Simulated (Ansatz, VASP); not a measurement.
# Two plane-wave programs on SnSe

Contents of INCAR:

```
ALGO = Normal
EDIFF = 1E-6
EDIFFG = -0.01
ENCUT = 600
GGA = PE
IBRION = 2
ISIF = 3
ISMEAR = -1
LASPH = True
LCHARG = False
LREAL = False
LWAVE = False
NELM = 100
NSW = 60
PREC = Accurate
SIGMA = 0.05
```

Contents of KPOINTS:

```
k-points
0
Gamma
  8 8 8
```

Contents of POSCAR:

```
SnSe
1.0
    0.0000000000      3.0100000000      3.0100000000
    3.0100000000      0.0000000000      3.0100000000
    3.0100000000      3.0100000000      0.0000000000
Sn Se
1 1
Direct
    0.0000000000      0.0000000000      0.0000000000
    0.5000000000      0.5000000000      0.5000000000
```

The input input.yaml:

```yaml
crystal:
  lattice:
    - [0.0, 3.01, 3.01]
    - [3.01, 0.0, 3.01]
    - [3.01, 3.01, 0.0]
  atoms:
    - { symbol: Sn, position: [0.0, 0.0, 0.0] }
    - { symbol: Se, position: [0.5, 0.5, 0.5] }
hamiltonian:
  xc: pbe
  pseudopotentials: { kind: paw }
kpoints:
  mp_grid: { grid: [8, 8, 8] }
scf:
  occupations: { method: fermi_dirac, width: 0.05 }
output:
  forces: true
  stress: true
relax:
  f_tol: 0.01
  max_steps: 40
  cell: { stress_tol: 0.05 }
```

Measurements of this composition are mostly on another form, of space group No. 62.

Alike in both runs: task relaxation of cell and atoms; functional PBE; k mesh 8 × 8 × 8; occupations fermi-dirac, width 0.05 eV; no spin polarisation.

```csv
,VASP,Ansatz
version,VASP 6.6.1,Ansatz 0.2.0
potentials or method,"VASP PAW PBE potentials, release 64 (Sn_d, Se)",Ansatz PAW
plane-wave cutoff (eV),600,420
valence electrons in the cell,20,30
```

Ansatz gave:

- relaxed volume (Å³/atom): 27.78
- relaxed cell length with the largest relative difference (Å): 4.283
- energy change over the relaxation (meV/atom): -1

Which values does VASP return?

Relaxed volume (Å³/atom): 27.79; relaxed cell length with the largest relative difference (Å): 4.284; energy change over the relaxation (meV/atom): -1.

The two sets of potentials don't hold the same shells in valence.

Caveats: the plane-wave basis is chosen anew once the cell has moved, so the energies of steps on either side of that aren't comparable (Ansatz). PBE usually gives volumes a little too large and moduli too small. Zero-point motion and thermal expansion aren't in these numbers.
